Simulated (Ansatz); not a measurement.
Crystal: Se.

```
Se
1.0
     4.36620    0.00000    0.00000
    -2.18310    3.78124    0.00000
     0.00000    0.00000    4.95360
Se
3
Direct
  0.77460 0.77460 0.00000
  0.00000 0.22540 0.66667
  0.22540 0.00000 0.33333
```

* Program: Ansatz 0.2.0
* Task: relaxation of cell and atoms
* Functional: BLYP
* Dispersion: D4
* Potentials or basis: Ansatz PAW
* Cutoff: 420 eV (not typed: the program's choice for these potentials)
* k mesh: 7 × 7 × 6
* Occupations: fermi-dirac, width 0.05 eV
* Spin: no spin polarisation

At the start: volume 27.26 Å³/atom.

Task: Where does the relaxation end?

Result: It ends after 7 steps and the volume is 25.19 Å³/atom (-7.6 %); space group P3_121 (No. 152, to 0.05 Å).

Step by step:
| step | energy change (eV) | largest force (eV/Å) | volume (Å³) |
| --- | --- | --- | --- |
| 1 | 0.0000 | 0.7169 | 81.78 |
| 2 | -0.0862 | 0.2014 | 77.17 |
| 3 | -0.1081 | 0.0141 | 76.66 |
| 4 | -0.1093 | 0.0142 | 75.01 |
| 5 | -0.1096 | 0.0026 | 75.55 |
| 6 | -0.1096 | 0.0001 | 75.57 |
| 7 | -0.1090 | 0.0001 | 75.57 |

Final structure:
```
Se
1.0
     4.10923    0.00000    0.00000
    -2.05461    3.55870    0.00000
     0.00000    0.00000    5.16749
Se
3
Cartesian
  1.5472 2.6798 0.0000
  -0.5074 0.8789 3.4450
  1.0149 0.0000 1.7225
```

Caveat: the plane-wave basis is chosen anew once the cell has moved, so the energies of steps on either side of that aren't comparable; the PAW data sets come from PBE, with cores solved anew for the run's functional, which leaves a small shift of forces and pressure.
